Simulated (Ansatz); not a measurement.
# BaTiO3: the cost of one run

Computed with Ansatz 0.2.0 (DFT PBE, scalar-relativistic, plane waves, PAW, unless a step's input says otherwise).

3 further runs of the same task are left out: 1 that didn't finish, 2 set aside as unsound or not needed.

### Step 1. The system as given

The structure is orthorhombic, space group Amm2 (No. 38). The conventional cell has a = 3.972 Å, b = 5.781 Å, c = 5.832 Å, α = 90.00°, β = 90.00°, γ = 90.00°. Ba (site symmetry mm2) is surrounded by 12 O at 2.77 to 3.06 Å. Ti (site symmetry mm2) has 4 O at 1.85 to 2.00 Å as nearest neighbours. O (site symmetry mm2) has 2 Ti at 2.00 Å and 3 Ba at 2.77 to 2.89 Å as nearest neighbours. O (site symmetry m) is surrounded by 1 Ti at 1.85 Å.

Coordinates:

```cif
data_structure
_symmetry_space_group_name_H-M 'P 1'
_symmetry_Int_Tables_number 1
_cell_length_a 3.9724
_cell_length_b 4.1058
_cell_length_c 4.1058
_cell_angle_alpha 89.500
_cell_angle_beta 90.000
_cell_angle_gamma 90.000
_cell_volume 66.96
loop_
_atom_site_label
_atom_site_type_symbol
_atom_site_fract_x
_atom_site_fract_y
_atom_site_fract_z
_atom_site_occupancy
Ba1 Ba 0.00000 0.01160 0.01160 1
Ti1 Ti 0.50000 0.52781 0.52781 1
O1 O 0.00000 0.48729 0.48729 1
O2 O 0.50000 0.49316 0.97637 1
O3 O 0.50000 0.97637 0.49316 1
```

This cell was relaxed beforehand with the same method: volume 13.39 Å³/atom, gap on the mesh 2.39 eV.

### Step 2. Point at V/V0 = 0.97

The input, input.yaml:

```yaml
crystal:
  lattice:
    - [3.9322626708, 0.0, 0.0]
    - [0.0, 2.8613582103, 2.886443752]
    - [0.0, -2.8613582103, 2.886443752]
  atoms:
    - { symbol: Ba, position: [0.0, 0.0115969521, 0.0115969521] }
    - { symbol: Ti, position: [0.5, 0.5278060064, 0.5278060064] }
    - { symbol: O, position: [0.0, 0.4872863765, 0.4872863765] }
    - { symbol: O, position: [0.5, 0.4931620084, 0.9763686566] }
    - { symbol: O, position: [0.5, 0.9763686566, 0.4931620084] }
basis:
  ecutwfc: 420
kpoints:
  mp_grid: { grid: [8, 8, 8] }
hamiltonian:
  xc: pbe
scf:
  occupations: { method: gaussian, width: 0.02 }
output:
  forces: true
  stress: true
  eigenvalues: true
  write_density: true
  write_potential: true
  elf: true
  volumetric_format: npy
relax:
  adjacent_minimum: "off"
  f_tol: 0.01
  max_steps: 30
  cell: { stress_tol: 0.1, fix: [volume] }
```

Launch:

```
$ ansatz run input.yaml --threads 1 --pin off --max-ram 2560MiB --backend cpu --events-out ev --progress --plain --runs-dir out
```

Q: Estimate wall time and peak memory on 1 thread of Intel Xeon 6975P-C (Granite Rapids), shared host.

About 68 s, with a peak of 0.52 GiB.
